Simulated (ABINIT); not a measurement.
Here is an ABINIT 10.8.3 (patched build) calculation.

run.abi

```
# Datasets: ground state, then fixed potential
ndtset 2

# Pseudopotentials
pp_dirpath "./"
pseudos "Bi.LDA_PW-JTH.xml"

# Structure
acell 3.4319383527 3.4319383527 3.4319383527 Angstrom
rprim
    -0.5773502692     0.5773502692     0.5773502692
     0.5773502692    -0.5773502692     0.5773502692
     0.5773502692     0.5773502692    -0.5773502692
ntypat 1
znucl 83
natom 1
typat 1
xred
     0.0000000000     0.0000000000     0.0000000000

# Plane-wave basis
ecut 489.804952 eV
pawecutdg 36.0

# Exchange and correlation
ixc -208012
usekden 1
pawxcdev 0

# Bands and occupations
occopt 3
tsmear 0.00183747

# SCF cycle
nstep 100
diemix 0.3
optforces 0
optstress 0

# Output
iomode 3
prtwf 0
prteig 0
prtebands 0
enunit 1
prtden1 1
prtkden1 1
prtvha1 1
prtvclmb1 1
prtpot1 1

# Dataset 1
kptopt1 1
ngkpt1 9 9 9
nshiftk1 1
shiftk1 0.0 0.0 0.0
nband1 12
tolvrs1 1.0e-7

# Dataset 2: bands along G-H-N-G-P-H
iscf2 -2
getden2 1
getkden2 1
nband2 18
nbdbuf2 4
tolwfr2 1.0e-11
kptopt2 -5
ndivsm2 5
prteig2 1
kptbounds2
     0.0000000000     0.0000000000     0.0000000000
     0.5000000000    -0.5000000000     0.5000000000
     0.0000000000     0.0000000000     0.5000000000
     0.0000000000     0.0000000000     0.0000000000
     0.2500000000     0.2500000000     0.2500000000
     0.5000000000    -0.5000000000     0.5000000000
```

Potentials or basis: JTH PAW LDA v2.0.

Command:

```sh
$ abinit run.abi > log 2>&1
```

**Question.** Predict the band gap on the k mesh.

**Answer.** None (metal or under the smearing width).

Levels at the corners of the path, in eV from the Fermi level:
| point | band 4 | band 5 | band 6 | band 7 | band 8 | band 9 | band 10 | band 11 |
| --- | --- | --- | --- | --- | --- | --- | --- | --- |
| Γ | -23.49 | -23.49 | -13.55 | 5.06 | 5.06 | 5.06 | 9.27 | 10.98 |
| H | -23.43 | -23.43 | -8.39 | -1.87 | -1.87 | -1.87 | 3.61 | 3.61 |
| N | -23.49 | -23.41 | -10.52 | -5.08 | 1.51 | 3.50 | 6.03 | 7.49 |
| Γ | -23.49 | -23.49 | -13.55 | 5.06 | 5.06 | 5.06 | 9.27 | 10.98 |
| P | -23.50 | -23.50 | -9.98 | -2.35 | -2.35 | -2.35 | 15.14 | 15.14 |
| H | -23.43 | -23.43 | -8.39 | -1.87 | -1.87 | -1.87 | 3.61 | 3.61 |

Caveat: the constant c of TB-mBJ comes from the pseudo density here, which moves gaps by up to 0.3 eV between sets of potentials; spin-orbit coupling is left out, which moves the levels of the heavy elements.
